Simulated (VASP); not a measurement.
# CoO (P3m1) in VASP: a series of runs

Runs on CoO. Level: PBE. Tasks: single point.

All numbers are computed with VASP 6.6.1; they aren't measurements. Logs are shortened: lines on timing, memory, paths and dates and some standing lists are left out, and cuts for length are marked.

## 1. Starting point

Symmetry: P6_3mc, No. 186, hexagonal system. The conventional cell has a = 3.198 Å, b = 3.198 Å, c = 5.229 Å, α = 90.00°, β = 90.00°, γ = 120.00°. Around Co (site symmetry 3m) lie 4 O at 1.93 to 1.97 Å. Around O (site symmetry 3m) lie 4 Co at 1.93 to 1.97 Å.

Measurements of this composition are mostly on another form, of space group No. 225.

## 2. Single point, PBE, collinear spin, ferromagnetic start

INCAR reads:

```
ADDGRID = F ; ALGO = Normal
EDIFF = 1E-6 ; ENCUT = 450
GGA = PE ; ISIF = 2
ISMEAR = 0 ; ISPIN = 2
LASPH = T ; LCHARG = F
LMAXMIX = 4 ; LORBIT = 11
LREAL = F ; LWAVE = F
MAGMOM = 2 2 0 0 ; NELM = 100
PREC = Accurate ; SIGMA = 0.05
```

KPOINTS reads:

```
k-points
0
Gamma
  3 3 2
```

POSCAR reads:

```
CoO
1.0
    3.1976457435      0.0000000000      0.0000000000
   -1.5988228718      2.7692424462      0.0000000000
    0.0000000000      0.0000000000      5.2287097100
Co O
2 2
Direct
    0.3333333333      0.6666666667      0.5033624100
    0.0000000000      0.0000000000      0.0034741400
    0.3333333333      0.6666666667      0.8715556000
    0.0000000000      0.0000000000      0.3716088500
```

Potentials or basis: VASP PAW PBE potentials, release 64 (Co, O).

Run with:

```console
$ cat potpaw_PBE.64/Co/POTCAR potpaw_PBE.64/O/POTCAR > POTCAR
$ mpirun -np 1 vasp_std > vasp.out
```

OUTCAR:

```text
EDIFF = 1E-6
   ENCUT = 450
   GGA = PE
   ISIF = 2
   ISMEAR = 0
   ISPIN = 2
   LASPH = T
   LORBIT = 11
   LREAL = F
   NELM = 100
   PREC = Accurate

 Found      6 irreducible k-points:

 Following reciprocal coordinates:
            Coordinates               Weight
  0.000000  0.000000  0.000000      1.000000
  0.333333  0.000000  0.000000      6.000000
  0.333333  0.333333  0.000000      2.000000
  0.000000  0.000000  0.500000      1.000000
  0.333333  0.000000  0.500000      6.000000
  0.333333  0.333333  0.500000      2.000000
   k-points           NKPTS =      6   k-points in BZ     NKDIM =      6   number of bands    NBANDS=     21
   number of dos      NEDOS =    301   number of ions     NIONS =      4
   total plane-waves  NPLWV =  20736
   dimension x,y,z NGX =    24 NGY =   24 NGZ =   36
   dimension x,y,z NGXF=    48 NGYF=   48 NGZF=   72
   ions per type =               2   2
   NGX,Y,Z   is equivalent  to a cutoff of  12.48, 12.48, 11.45 a.u.
   NGXF,Y,Z  is equivalent  to a cutoff of  24.96, 24.96, 22.89 a.u.
 SYSTEM =  unknown system
   PREC   = accura    normal or accurate (medium, high low for compatibility)
   ISTART =      0    job   : 0-new  1-cont  2-samecut
   ICHARG =      2    charge: 1-file 2-atom 10-const
   ISPIN  =      2    spin polarized calculation?
   LNONCOLLINEAR =      F non collinear calculations
   LSORBIT =      F    spin-orbit coupling
   LASPH  =      T    aspherical Exc in radial PAW
   ENCUT  =  450.0 eV  33.07 Ry    5.75 a.u.   5.53  5.53  9.04*2*pi/ulx,y,z
   NELM   =    100;   NELMIN=  2; NELMDL= -5     # of ELM steps
   EDIFF  = 0.1E-05   stopping-criterion for ELM
   LREAL  =      F    real-space projection
   EDIFFG = 0.1E-04   stopping-criterion for IOM
   NSW    =      0    number of steps for IOM
   IBRION =     -1    ionic relax: 0-MD 1-quasi-New 2-CG
   NFREE  =      0    steps in history (QN), initial steepest desc. (CG)
   ISIF   =      2    stress and relaxation
   ISYM   =      2    0-nonsym 1-usesym 2-fastsym
   POTIM  = 0.5000    time-step for ionic-motion
   TEBEG  =    0.0;   TEEND  =   0.0 temperature during run
   PSTRESS=    0.0 pullay stress
   NELECT =      30.0000    total number of electrons
   NUPDOWN=      -1.0000    fix difference up-down
   EMIN   =  10.00;   EMAX   =-10.00  energy-range for DOS
   EFERMI =   0.00;   METHOD = LEGACY
   ISMEAR =     0;   SIGMA  =   0.05  broadening in eV -4-tet -1-fermi 0-gaus
   EFERMI_NEDOS =   21; number of points for ismear=-14 and -15
   IALGO  =     38    algorithm
   IMIX   =      4    mixing-type and parameters
     AMIX     =   0.40;   BMIX     =  1.00
     AMIX_MAG =   1.60;   BMIX_MAG =  1.00
  volume/ion in A,a.u.               =      11.58        78.11
  Fermi-wavevector in a.u.,A,eV,Ry     =   1.416620  2.677023 27.304329  2.006812
  Thomas-Fermi vector in A             =   2.537935
   LORBIT       =     11    0 simple, 1 ext, 2 COOP (PROOUT), +10 PAW based schemes
   GGA     = PE    functional components
   LHFCALC =     F    Hartree Fock is set to
   AEXX    =    0.0000 exact exchange contribution
   IVDW    =     0    specifies the selected vdW correction
   LEPSILON=     F    determine dielectric tensor
   LRPA    =     F    only Hartree local field effects (RPA)
 spin polarized calculation
 Gauss-broadening in eV      SIGMA  =   0.05
  energy-cutoff  :      450.00
  volume of cell :       46.30
 maximum number of plane-waves:      1038
 NGX is ok and might be reduce to    24
   NGX = 11   NGY = 11   NGZ = 19

 number of electron      30.0000009 magnetization       5.7772160

 Free energy of the ion-electron system (eV)
  ---------------------------------------------------
  ext. energy  EPLUGINS =         0.00000000
  ---------------------------------------------------
  free energy    TOTEN  =       -26.73903562 eV

  energy without entropy =      -26.73900462  energy(sigma->0) =      -26.73902012

 E-fermi :   6.0596     XC(G=0): -11.1236

 val. band max:        5.9485123108   @ k =   0.3333   0.3333   0.0000
 cond. band min:       6.1714596361   @ k =   0.0000   0.0000   0.0000
 fundamental gap:      0.2229473253
 Fermi energy:         6.0595991727

 spin component 1

 k-point     1 :       0.0000    0.0000    0.0000
  band No.  band energies     occupation
      1     -14.0229      1.00000
      2     -13.3959      1.00000
      3      -1.0274      1.00000
      4      -0.2433      1.00000
      5      -0.0696      1.00000
      6      -0.0696      1.00000
[... 117 lines left out ...]
      4      -0.6017      1.00000
      5      -0.2780      1.00000
      6      -0.2752      1.00000
[... 13 lines left out ...]
     20      13.0895      0.00000
     21      13.9623      0.00000
 Fermi energy:         6.0595991727

 spin component 2

 k-point     1 :       0.0000    0.0000    0.0000
  band No.  band energies     occupation
      1     -13.4564      1.00000
      2     -12.7941      1.00000
      3      -0.4988      1.00000
      4       1.0475      1.00000
      5       1.1788      1.00000
      6       1.1788      1.00000
[... 118 lines left out ...]
      5       0.4237      1.00000
      6       0.4266      1.00000
[... 13 lines left out ...]
     20      14.0020      0.00000
     21      14.5865      0.00000

------------------------ aborting loop because EDIFF is reached ----------------------------------------

  FORCE on cell =-STRESS in cart. coord.  units (eV):
  Direction    XX          YY          ZZ          XY          YZ          ZX
  --------------------------------------------------------------------------------------
  -------------------------------------------------------------------------------------
  Total       -0.9436766     -0.9436766      0.4032253      0.0000000      0.0000000      0.0000000
  in kB      -32.6548646    -32.6548646     13.9531585      0.0000000      0.0000000      0.0000000
  external PRESSURE =     -17.1188569 kB  Pullay stress =       0.0000000 kB

 VOLUME and BASIS-vectors are now :
 -----------------------------------------------------------------------------
  energy-cutoff  :      450.00
  volume of cell :       46.30
      direct lattice vectors                 reciprocal lattice vectors
     3.197645743  0.000000000  0.000000000     0.312730077  0.180554794  0.000000000
    -1.598822872  2.769242446  0.000000000     0.000000000  0.361109588  0.000000000
     0.000000000  0.000000000  5.228709710     0.000000000  0.000000000  0.191251773

 POSITION                                       TOTAL-FORCE (eV/Angst)
 -----------------------------------------------------------------------------------
     -0.00000      1.84616      2.63194         0.000000      0.000000     -0.217758
      0.00000      0.00000      0.01817        -0.000000     -0.000000     -0.225511
     -0.00000      1.84616      4.55711        -0.000000      0.000000      0.222556
      0.00000      0.00000      1.94303         0.000000     -0.000000      0.220712
 -----------------------------------------------------------------------------------
    total drift:                               -0.000000     -0.000001     -0.001962

  FREE ENERGIE OF THE ION-ELECTRON SYSTEM (eV)
  ---------------------------------------------------
  free  energy   TOTEN  =       -26.7390356182 eV

  energy  without entropy=      -26.7390046155  energy(sigma->0) =      -26.73902012

 total charge

# of ion       s       p       d       tot
------------------------------------------
    1        0.345   0.431   7.198   7.975
    2        0.345   0.431   7.198   7.974
    3        1.560   3.445   0.000   5.005
    4        1.560   3.445   0.000   5.005
--------------------------------------------------
tot          3.811   7.752  14.396  25.959

 magnetization (x)

# of ion       s       p       d       tot
------------------------------------------
    1        0.016   0.059   2.382   2.458
    2        0.016   0.059   2.382   2.458
    3        0.022   0.301   0.000   0.323
    4        0.022   0.301   0.000   0.323
--------------------------------------------------
tot          0.076   0.721   4.765   5.561
```

OSZICAR:

```text
N       E                     dE             d eps       ncg     rms          rms(c)
DAV:   1     0.244172498173E+03    0.24417E+03   -0.13131E+04   504   0.152E+03
DAV:   2    -0.373938932823E+01   -0.24791E+03   -0.22826E+03   544   0.352E+02
DAV:   3    -0.312257472583E+02   -0.27486E+02   -0.26680E+02   559   0.137E+02
DAV:   4    -0.319526399194E+02   -0.72689E+00   -0.72322E+00   539   0.247E+01
DAV:   5    -0.319801137594E+02   -0.27474E-01   -0.27416E-01   660   0.423E+00    0.247E+01
DAV:   6    -0.302011576886E+02    0.17790E+01   -0.59179E+01   711   0.116E+02    0.307E+01
DAV:   7    -0.265240858508E+02    0.36771E+01   -0.14564E+01   621   0.934E+01    0.113E+01
DAV:   8    -0.268355408828E+02   -0.31146E+00   -0.28502E+00   581   0.140E+01    0.653E+00
DAV:   9    -0.268466650832E+02   -0.11124E-01   -0.19799E+00   796   0.246E+01    0.680E+00
DAV:  10    -0.267407306411E+02    0.10593E+00   -0.18561E+00   745   0.191E+01    0.241E+00
DAV:  11    -0.267387890296E+02    0.19416E-02   -0.13488E-01   709   0.630E+00    0.639E-01
DAV:  12    -0.267387659445E+02    0.23085E-04   -0.27360E-02   705   0.179E+00    0.273E-01
DAV:  13    -0.267389578749E+02   -0.19193E-03   -0.17407E-03   697   0.609E-01    0.105E-01
DAV:  14    -0.267389681239E+02   -0.10249E-04   -0.46131E-04   710   0.326E-01    0.103E-01
DAV:  15    -0.267390083148E+02   -0.40191E-04   -0.98642E-05   669   0.146E-01    0.613E-02
DAV:  16    -0.267390337729E+02   -0.25458E-04   -0.86390E-05   762   0.137E-01    0.915E-03
DAV:  17    -0.267390351831E+02   -0.14102E-05   -0.96379E-06   593   0.345E-02    0.718E-03
DAV:  18    -0.267390356182E+02   -0.43517E-06   -0.96094E-07   381   0.102E-02
   1 F= -.26739036E+02 E0= -.26739020E+02  d E =-.310028E-04  mag=     5.7776
```

Run time: 27 s. Hardware: 1 thread of Intel Xeon Platinum 8375C at 2.90GHz (Ice Lake), shared host; peak memory 0.16 GiB.

These settings aren't checked as converged: the numbers below hold their error.

Results:

- Free energy: -26.7390 eV
- Largest force: 0.226 eV/Å
- Band gap on the k mesh: none (metal or under the smearing width)
- Net moment: 5.78 μB per cell
- Site moments: Co +2.46; O +0.32 μB
- Valence electrons inside the program's atomic spheres: Co 7.97; O 5.00

Caveat: the k mesh is coarse (spacing up to 0.76 Å⁻¹), so the values aren't converged; the cutoff is under 1.25 times the usual one of these potentials, so pressure, stress and relaxed cells hold a basis-set (Pulay) error; semilocal functionals often make such compounds metallic where correlation or magnetic order opens a gap, which also shifts bond lengths.

## 3. Single point, PBE, collinear spin, ferromagnetic start

INCAR: that of step 2 with these lines changed.

```diff
@@ -1,3 +1,3 @@
 ADDGRID = F ; ALGO = Normal
-EDIFF = 1E-6 ; ENCUT = 450
+EDIFF = 1E-6 ; ENCUT = 550
 GGA = PE ; ISIF = 2
```

KPOINTS is that of step 2.

POSCAR is that of step 2.

Potentials or basis: VASP PAW PBE potentials, release 64 (Co, O).

Run with:

```console
$ cat potpaw_PBE.64/Co/POTCAR potpaw_PBE.64/O/POTCAR > POTCAR
$ mpirun -np 1 vasp_std > vasp.out
```

Run time: 22 s. Hardware: 1 thread of Intel Xeon Platinum 8375C at 2.90GHz (Ice Lake), shared host; peak memory 0.17 GiB.

These settings aren't checked as converged: the numbers below hold their error.

What came out:

```yaml
Free_energy: -26.7318 eV
Pressure: -0.7 GPa
Largest_force: 0.225 eV/Å
Band_gap_on_the_k_mesh: none (metal or under the smearing width)
Net_moment: 5.78 μB per cell
Site_moments: Co +2.46; O +0.32 μB
Valence_electrons_inside_the_program's_atomic_spheres: Co 7.97; O 4.99
```

Caveat: the k mesh is coarse (spacing up to 0.76 Å⁻¹), so the values aren't converged; semilocal functionals often make such compounds metallic where correlation or magnetic order opens a gap, which also shifts bond lengths.
